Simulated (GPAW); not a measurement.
ZnO (zincite):

```xyz
4
Lattice="3.2493 0.0000 0.0000 -1.6247 2.8140 0.0000 0.0000 0.0000 5.2057" Properties=species:S:1:pos:R:3 pbc="T T T"
Zn    1.6247    0.9380    0.0000
Zn    0.0000    1.8760    2.6029
O     0.0000    1.8760    4.5759
O     1.6247    0.9380    1.9730
```

| Property | Result |
| --- | --- |
| Program | GPAW 26.7.0 |
| Task | relaxation of cell and atoms |
| Functional | RPBE |
| Dispersion | D3(BJ) |
| Potentials or basis | the program's PAW data sets (release 1.2.1) made for this functional |
| Cutoff | 800 eV |
| Basis | pw |
| k mesh | 6 × 6 × 3 |
| Occupations | fermi-dirac, width 0.05 eV |
| Spin | no spin polarisation |

At the start: pressure -4.5 GPa; volume 11.90 Å³/atom.

Problem. How do energy, volume and symmetry change on relaxing?

Solution. Over 21 steps the energy falls by 5.6 meV/atom and the volume is 11.52 Å³/atom (-3.2 %); space group P6_3mc (No. 186, to 0.05 Å).

The path:
```tsv
step	energy change (eV)	largest force (eV/Å)	pressure (GPa)	volume (Å³)
1	0.0000	0.0959	-4.53	47.60
2	-0.0036	0.0794	-4.20	47.48
3	-0.0095	0.0495	-3.56	47.25
4	-0.0158	0.0119	-2.63	46.93
5	-0.0203	0.0259	-1.45	46.54
6	-0.0220	0.0491	-0.12	46.12
7	-0.0206	0.0423	1.16	45.73
8	-0.0207	0.0401	1.14	45.74
9	-0.0208	0.0357	1.09	45.76
10	-0.0211	0.0293	1.02	45.78
11	-0.0213	0.0214	0.92	45.80
12	-0.0216	0.0123	0.81	45.84
13	-0.0218	0.0028	0.68	45.87
14	-0.0220	0.0070	0.54	45.92
15	-0.0222	0.0157	0.37	45.97
16	-0.0223	0.0220	0.17	46.03
17	-0.0224	0.0238	-0.04	46.09
18	-0.0224	0.0234	-0.04	46.09
19	-0.0224	0.0225	-0.04	46.09
20	-0.0224	0.0212	-0.04	46.09
21	-0.0224	0.0195	-0.04	46.09
```

Final structure:
```
Zn O
1.0
     3.21553    0.00000    0.00000
    -1.60776    2.78473    0.00000
     0.00000    0.00000    5.14747
Zn O
2 2
Direct
  0.66667 0.33333 0.99884
  0.33333 0.66667 0.49884
  0.33333 0.66667 0.88016
  0.66667 0.33333 0.38016
```

Caveat: the k mesh is coarse; later steps reuse the first step's grids.
